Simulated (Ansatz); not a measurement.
# InSb: the cost of one run

Method: DFT PBE, scalar-relativistic, plane waves, PAW, in Ansatz 0.2.0.

1 further run of the same task is left out (set aside as unsound or not needed). Runs told in other sessions of the task aren't counted.

**1. Starting point**

Symmetry: F-43m, No. 216, cubic system. Conventional cell: a = 6.635 Å, b = 6.635 Å, c = 6.635 Å, α = 90.00°, β = 90.00°, γ = 90.00°. In (site symmetry -43m) has 4 Sb at 2.87 Å in its first shell of neighbours. Sb (site symmetry -43m) has 4 In at 2.87 Å in its first shell of neighbours.

As a file:

```cif
data_structure
_symmetry_space_group_name_H-M 'P 1'
_symmetry_Int_Tables_number 1
_cell_length_a 4.6915
_cell_length_b 4.6915
_cell_length_c 4.6915
_cell_angle_alpha 60.000
_cell_angle_beta 60.000
_cell_angle_gamma 60.000
_cell_volume 73.02
loop_
_atom_site_label
_atom_site_type_symbol
_atom_site_fract_x
_atom_site_fract_y
_atom_site_fract_z
_atom_site_occupancy
In1 In 0.00000 0.00000 0.00000 1
Sb1 Sb 0.75000 0.75000 0.75000 1
```

It is the result of an earlier relaxation at this level (volume 36.51 Å³/atom; gap on the mesh: none (metal)).

Bulk energy on matching settings, from an earlier run: -6041.2931 eV/atom.

**2. Cutting the (100) slab**

Planes are indexed in the bulk's conventional cell (F-43m (No. 216)), a = 6.635 Å, b = 6.635 Å, c = 6.635 Å, α = 90.00°, β = 90.00°, γ = 90.00°.

Cut from the relaxed bulk: a (100) slab, 11.6 Å thick as cut, with 15 Å of vacuum; its outer planes are In (top) and Sb (bottom).

The slab as cut. Layers, bottom to top:

| plane | atoms per cell | height over the lowest (Å) |
| --- | --- | --- |
| 1 | Sb | 0.00 |
| 2 | In | 1.66 |
| 3 | Sb | 3.32 |
| 4 | In | 4.98 |
| 5 | Sb | 6.63 |
| 6 | In | 8.29 |
| 7 | Sb | 9.95 |
| 8 | In | 11.61 |

**3. The slab as cut, atoms at the bulk's places**

The cell repeats along c, and a dipole correction in the vacuum removes the field between the copies.

input.yaml reads:

```yaml
crystal:
  lattice:
    - [4.6915474145, 0.0, 0.0]
    - [0.0, 4.6915474145, 0.0]
    - [0.0, 0.0, 26.6109874687]
  atoms:
    - { symbol: Sb, position: [0.0, 0.5, 0.2818384702] }
    - { symbol: In, position: [0.5, 0.5, 0.3441703359] }
    - { symbol: Sb, position: [0.5, 0.0, 0.4065022015] }
    - { symbol: In, position: [0.0, 0.0, 0.4688340672] }
    - { symbol: Sb, position: [0.0, 0.5, 0.5311659328] }
    - { symbol: In, position: [0.5, 0.5, 0.5934977985] }
    - { symbol: Sb, position: [0.5, 0.0, 0.6558296641] }
    - { symbol: In, position: [0.0, 0.0, 0.7181615298] }
basis:
  ecutwfc: 420
kpoints:
  mp_grid: { grid: [8, 8, 1] }
hamiltonian:
  xc: pbe
scf:
  occupations: { method: gaussian, width: 0.1 }
output:
  forces: true
  stress: true
  eigenvalues: true
  write_density: true
  write_potential: true
  elf: true
  volumetric_format: npy
efield:
  axis: 3
  dipole_correction: true
  ramp_width: 0.04
```

The run is started by

```bash
> ansatz run input.yaml --threads 1 --pin off --max-ram 2560MiB --backend cpu --events-out ev --progress --plain --runs-dir out
```

Q: Estimate wall time and peak memory on 1 thread of Arm Neoverse V2, shared host.

About 2.3 min, with a peak of 1 GiB.
